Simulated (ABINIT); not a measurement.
HfO2:

```xyz
3
Lattice="0.0000 2.5575 2.5575 2.5575 0.0000 2.5575 2.5575 2.5575 0.0000" Properties=species:S:1:pos:R:3 pbc="T T T"
Hf    0.0000    0.0000    0.0000
O     3.8363    3.8363    3.8363
O     1.2788    1.2788    1.2788
```

Measurements of this composition are mostly on another form, of space group No. 14.

Base run:

- Program: ABINIT 10.8.3 (patched build)
- Functional: PW91
- Potentials or basis: JTH PAW PBE v2.0
- Cutoff: 626 eV
- k mesh: 9 × 9 × 9
- Occupations: fermi-dirac, width 0.05 eV
- Spin: no spin polarisation

Its results: band gap on the k mesh 3.83 eV, indirect (least direct gap 3.95 eV); pressure -6.5 GPa.

Problem. After a change of settings the same cell gave: band gap on the k mesh 3.95 eV, indirect (least direct gap 4.06 eV); pressure -1.0 GPa. Which change was it?
A. functional from PW91 to LDA; potentials or basis from JTH PAW PBE v2.0 to JTH PAW LDA v2.0
B. functional from PW91 to RPBE
C. functional from PW91 to AM05
D. functional from PW91 to PBEsol; k mesh from 9 × 9 × 9 to 4 × 4 × 4

Solution. B.

RPBE binds less tightly than PW91, so the same cell stands under more pressure.

Caveats: the PAW data sets were made with another functional, which shifts forces and pressure a little; spin-orbit coupling is left out, which moves the levels of the heavy elements; the mesh misses the band edges, which the band path finds closer together.
